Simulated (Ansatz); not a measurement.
CdSe: smallest direct gap on path against volume per atom

Periodic Kohn-Sham DFT of a crystal at fixed atoms; Kohn-Sham levels at symmetry points; band -1 is the highest filled and +1 the lowest empty one at that point, spin up along a +z start moment. The results are calculated, by Ansatz 0.2.0.

Cell of the first row (space group F-43m, No. 216):
```
cell vectors (Å)
   0.0000     3.0076     3.0076
   3.0076     0.0000     3.0076
   3.0076     3.0076     0.0000
atoms (fractions of the cell vectors)
Cd  0.00000  0.00000  0.00000
Se  0.25000  0.25000  0.25000
```

Settings of every row: method all-electron LAPW; functional PBE; relativity scalar; k mesh 8x8x8; filling fermi-dirac; smearing width 0.03 eV; basis error target 1 meV/atom; nucleus gaussian.

Atom start moment: 0 on all atoms.

Limits: semilocal functionals tend to give too small a gap; no spin-orbit coupling, which shifts gaps with heavier elements (CdSe).

| row | volume per atom (Å³) | smallest direct gap on path (eV) | band gap (eV) |
| --- | --- | --- | --- |
| 1 | 27.206 | 0.677 | 0.677 |
| 2 | 27.784 | 0.634 | 0.634 |
| 3 | 28.363 | 0.592 | 0.592 |
| 4 | 28.653 | 0.571 | 0.571 |
| 5 | 28.942 | 0.55 | 0.55 |
| 6 | 29.232 | 0.53 | 0.53 |
| 7 | 29.521 | ? | ? |
| 8 | 30.1 | 0.469 | 0.469 |
| 9 | 30.679 | 0.43 | 0.43 |

Question: what smallest direct gap on path should row 7 give?

Worked fit of smallest direct gap on path. Take t = volume per atom − 29, in Å³. The shown rows have t = -1.794, -1.216, -0.637, -0.347, -0.058, 0.232, 1.1, 1.679. Least squares give smallest direct gap on path = 0.5461 − 0.07104 × t + 0.00106 × t² eV; a straight line predicts inner rows, each left out in turn, worse (root mean square 0.001 against 0.00029 eV). All shown rows lie on it to the printed digit. The withheld row has t = 0.521, so the fit gives 0.5461 − 0.07104 × (0.521) + 0.00106 × (0.521)² = 0.509 eV.

The calculation gave 0.509 eV. The fit meets it to the printed digit.

The other values of row 7: band gap 0.509 eV.
